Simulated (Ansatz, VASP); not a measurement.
**Two plane-wave programs on PbS**

Contents of INCAR:

```
SYSTEM = PbS
ALGO = Normal ; EDIFF = 1E-7
ENCUT = 520 ; GGA = CA
ISIF = 2 ; ISMEAR = 0
LASPH = .TRUE. ; LCHARG = .FALSE.
LREAL = .FALSE. ; LWAVE = .FALSE.
NBANDS = 28 ; NELM = 80
PREC = Accurate ; SIGMA = 0.01
```

The input KPOINTS:

```
k-points
0
G
  4 4 2
  0 0 0
```

Contents of POSCAR:

```
PbS
1.0
    2.9405000000     -2.9000000000      0.0000000000
    2.9405000000      2.9000000000      0.0000000000
   -1.0800550000      0.0000000000     11.7092940000
Pb S
2 2
Direct
    0.7756000000      0.7756000000      0.6363800000
    0.2244000000      0.2244000000      0.3636200000
    0.2684000000      0.2684000000      0.5986000000
    0.7316000000      0.7316000000      0.4014000000
```

Input for Ansatz:

```yaml
crystal:
  lattice:
    - [2.9405, -2.9, 0.0]
    - [2.9405, 2.9, 0.0]
    - [-1.080055, 0.0, 11.709294]
  atoms:
    - { symbol: Pb, position: [0.7756, 0.7756, 0.63638] }
    - { symbol: Pb, position: [0.2244, 0.2244, 0.36362] }
    - { symbol: S, position: [0.2684, 0.2684, 0.5986] }
    - { symbol: S, position: [0.7316, 0.7316, 0.4014] }
kpoints:
  mp_grid:
    grid: [4, 4, 2]
hamiltonian:
  xc: lda
scf:
  occupations:
    method: fixed
basis:
  ecutwfc: 470
output:
  stress: true
  eigenvalues: true
```

Alike in both runs: task single point; functional LDA; k mesh 4 × 4 × 2; no spin polarisation.

|  | VASP | Ansatz |
| --- | --- | --- |
| version | VASP 6.6.1 | Ansatz 0.2.0 |
| potentials or method | VASP PAW LDA potentials, release 64 (Pb_d, S) | plane waves, PAW |
| plane-wave cutoff (eV) | 520 | 470 |
| occupations | gaussian, width 0.01 eV | fixed |
| valence electrons in the cell | 40 | 40 |

|  | VASP | Ansatz | Ansatz less VASP |
| --- | --- | --- | --- |
| gap on the k mesh at the Fermi level (eV) | 1.18 | 1.18 | +0.002 |

Caveats: spin-orbit coupling is left out, which as a rule narrows the gap of such compounds by several tenths of an eV.
